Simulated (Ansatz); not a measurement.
Runs of Ansatz 0.2.0 on FeO. The structure is tetragonal, space group I4/mmm (No. 139). The conventional cell has a = 3.204 Å, b = 3.204 Å, c = 4.167 Å, α = 90.00°, β = 90.00°, γ = 90.00°. Fe (site symmetry 4/mmm) has 6 O at 2.08 to 2.27 Å as nearest neighbours. O (site symmetry 4/mmm) is surrounded by 6 Fe at 2.08 to 2.27 Å. The cell comes from a database or a generator and needn't be the stable form of this composition.

```csv
cell,target pressure (GPa),gap on the mesh (eV),pressure (GPa),moment (μB)
relaxed to 5 GPa,5,none,5.0,3.99
relaxed to 20 GPa,20,none,20.0,(a)
relaxed,0,none,0.0,4.00
relaxed to 2 GPa,2,none,2.0,4.00
relaxed to 10 GPa,10,none,10.0,3.97
```

Alike in all rows: task relaxation of cell and atoms; level PBEsol; potentials or basis Ansatz PAW; spin collinear, ferromagnetic start; k mesh 12 × 12 × 12; cutoff (eV) 420; smearing fermi-dirac 0.05 eV.

Fill in the values left out.

(a) 3.87.

Caveats: the plane-wave basis is chosen anew once the cell has moved, so the energies of steps on either side of that aren't comparable; a cell with one magnetic atom can't hold antiferromagnetic order, which such compounds often take; semilocal functionals often make such compounds metallic where correlation or magnetic order opens a gap, which also shifts bond lengths; the PAW data sets come from PBE, with cores solved anew for the run's functional, which leaves a small shift of forces and pressure.

A gap of «none» marks a metal or a gap under the smearing width.
